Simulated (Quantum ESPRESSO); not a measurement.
**Pt under changes of volume**

One of the cells (15.815 Å³/atom); the others are scaled copies at fixed shape and fractional positions:

```
CELL_PARAMETERS angstrom
2.76067 0.00000 0.00000
-1.38033 2.39081 0.00000
0.00000 0.00000 4.79213
ATOMIC_POSITIONS crystal
Pt 0.33333 0.66667 0.25000
Pt 0.66667 0.33333 0.75000
```

This isn't the form of Pt at room conditions, which is fcc.

| Item | Value |
| --- | --- |
| Program | Quantum ESPRESSO 7.5 |
| Functional | LDA |
| Potentials or basis | PseudoDojo 0.4.1 SR LDA standard |
| Cutoff | 1034 eV |
| Density cutoff | 4136 eV |
| k mesh | 11 × 11 × 6 |
| Occupations | fermi-dirac, width 0.05 eV |
| Spin | no spin polarisation |

```tsv
volume (Å³/atom)	energy over the lowest point (meV/atom)	pressure (GPa)
14.866	0.00	-1.2
15.182	7.03	-7.1
15.498	25.10	-12.3
15.815	52.72	-16.8
16.131	88.74	-20.8
16.447	131.99	-24.2
16.763	?	?
```

Problem. What does the run at 16.763 Å³/atom give?

Solution. Energy over the lowest point 181.55 meV/atom; pressure -27.1 GPa.

Worked out: A Birch-Murnaghan fit of order 3 (a polynomial in V^(-2/3)) to the other rows has its minimum at 14.84 Å³/atom, just outside them, with B0 = V·E''(V) = 301 GPa and B' = 5.3 at fixed shape and positions, which overstates the stiffness. It gives 181.61 meV/atom at 16.763 Å³/atom, against the run's 181.55, and -dE/dV = -26.6 GPa, against -27.1.

Energies are extrapolated to zero smearing.
